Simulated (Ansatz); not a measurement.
CaF2 (started from an entry of an open crystallographic database): a single-point calculation in the PAW code Ansatz (PBE). The cell was relaxed with r2SCAN and then strained (epitaxial +3.07 % in the xy plane, free normal strain -1.57 %), with the atoms relaxed again with r2SCAN; k points keep the names of the unstrained zone.

The input:
```yaml
crystal:
  lattice:
    - [0.0, 2.8030843876, 2.6769249061]
    - [2.8030843876, 0.0, 2.6769249061]
    - [2.8030843876, 2.8030843876, 0.0]
  atoms:
    - { symbol: Ca, position: [0.0, 0.0, 0.0] }
    - { symbol: F, position: [0.25, 0.25, 0.25] }
    - { symbol: F, position: [0.75, 0.75, 0.75] }
kpoints:
  mp_grid: { grid: [8, 8, 8] }
  band_path:
    path:
      - [0.0, 0.0, 0.0]
      - [0.5, 0.0, 0.5]
      - [0.625, 0.25, 0.625]
      - [0.375, 0.375, 0.75]
      - [0.5, 0.5, 0.5]
      - [0.5, 0.25, 0.75]
      - [0.5, 0.5, 0.0]
    npoints: 1
hamiltonian:
  xc: pbe
scf:
  occupations: { method: fermi_dirac, width: 0.02 }
  n_extra_bands: 4
output:
  forces: true
  stress: true
  eigenvalues: true
```

Run as `ansatz run input.yaml --threads 4 --pin off --max-ram 4608MiB --backend cpu --events-out ev --progress --plain --runs-dir out`. It took 0.71 s on 4 threads of Arm Neoverse V2, on a shared host; peak host memory 0.31 GiB.

What the program printed (shortened):
```
scf.n_extra_bands = 4 over 12 filled bands (N_el = 24.0): the run solves 16 bands
Functional definition: PBE
Crystal: 3 atoms, lattice volume = 42.067 Å³
Basis set: ecut = 420 eV, 845 PW (Γ)
Symmetry: 16 space group operations
Space group: I4/mmm (ITA 139)
k-points: 59 of 512
Free energy (F): -3439.789385 eV
Fermi energy:    6.663117 eV
--- Stress (GPa, compression-positive) ---
       -2.145948       0.000000       0.000000
        0.000000      -2.145948       0.000000
        0.000000       0.000000       3.093002
  P = ⅓ Tr σ = -0.3996 GPa (-3.996 kbar)
```

bands.tsv, columns around the gap (it counts bands from 0):
```tsv
# k_distance	band_7	band_8	band_9	band_10	band_11	band_12	band_13	band_14	band_15
# fermi_ev = 6.663117
# [0, 0, 0] at k_distance = 0.000000
# [0.5, 0, 0.5] at k_distance = 1.120763
# [0.625, 0.25, 0.625] at k_distance = 1.526457
# [0.375, 0.375, 0.75] at k_distance = 2.218277
# [0.5, 0.5, 0.5] at k_distance = 2.926329
# [0.5, 0.25, 0.75] at k_distance = 3.737718
# [0.5, 0.5, 0] at k_distance = 5.454527
# levels_relative_to = fermi_ev
0.000	-5.594	-5.594	-3.982	-3.982	-3.665	3.442	5.262	5.556	7.267
1.121	-5.315	-5.146	-4.117	-3.745	-3.704	4.360	5.591	6.272	6.926
1.526	-5.302	-5.069	-4.285	-3.955	-3.803	4.641	5.786	6.004	6.471
2.218	-5.326	-5.110	-4.283	-4.092	-3.532	4.588	6.021	6.044	6.483
2.926	-5.023	-4.866	-4.829	-4.460	-4.421	5.570	5.610	5.890	6.928
3.738	-5.700	-4.709	-4.620	-3.897	-3.578	4.632	6.000	6.071	6.216
5.455	-5.240	-5.240	-4.036	-4.036	-3.453	4.396	5.881	6.268	7.062
```
In order the rows are Γ, X, U, K, L, W, (1/2, 1/2, 0).

The PBE gap is indirect, 6.89 eV (k = (1/2, 1/2, 0) to Γ), below the direct gap of 7.11 eV at Γ. The mean pressure at these positions is -0.40 GPa, compression counted positive.

Calculated for a static, non-magnetic cell.
